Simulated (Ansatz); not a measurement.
## WC: a jump of H

The calculation used Ansatz 0.2.0, DFT PBEsol, scalar-relativistic, plane waves, PAW. Settings: 420 eV cutoff, 4×5×5 k-mesh, shifted by half a step, Gaussian smearing of 0.10 eV, no spin polarisation.

Host crystal, relaxed:

```
W C
1.0
     2.89848    0.00000    0.00000
    -1.44924    2.51016    0.00000
     0.00000    0.00000    2.82776
W C
1 1
Direct
  0.00000 0.00000 0.00000
  0.66667 0.33333 0.50000
```

In a supercell of 16 host sites, interstitial H hops to an equivalent place, moving 2.27 Å between the relaxed ends. Climbing-image nudged elastic band at fixed cell with images 0 (start) to 6 (end), the path measured over all atoms, converged to 0.05 eV/Å; the order of the saddle wasn't checked, and the small cell leaves errors of about a tenth of an eV. Zero-point motion and tunnelling, which matter for H, are left out.

Supercell rows in host cell vectors: 0 0 -2; -2 -2 0; 0 2 0. H was set at (0.083, 0.167, 0.500) of the host cell.

At the relaxed start H has 3 W at 1.74 Å, 3 C at 2.05 Å.

Spin-orbit coupling is left out, which matters for the bands and energies of heavy elements.

Problem. What barrier does the band give, and what surrounds the atom at the top?

Solution. 0.68 eV at image 3, where H has 3 C at 1.69 Å.

Cost: 1 run of about 32 core-minutes, on Intel Xeon Processor @ 2.50GHz (Skylake/Cascade Lake) (shared hosts).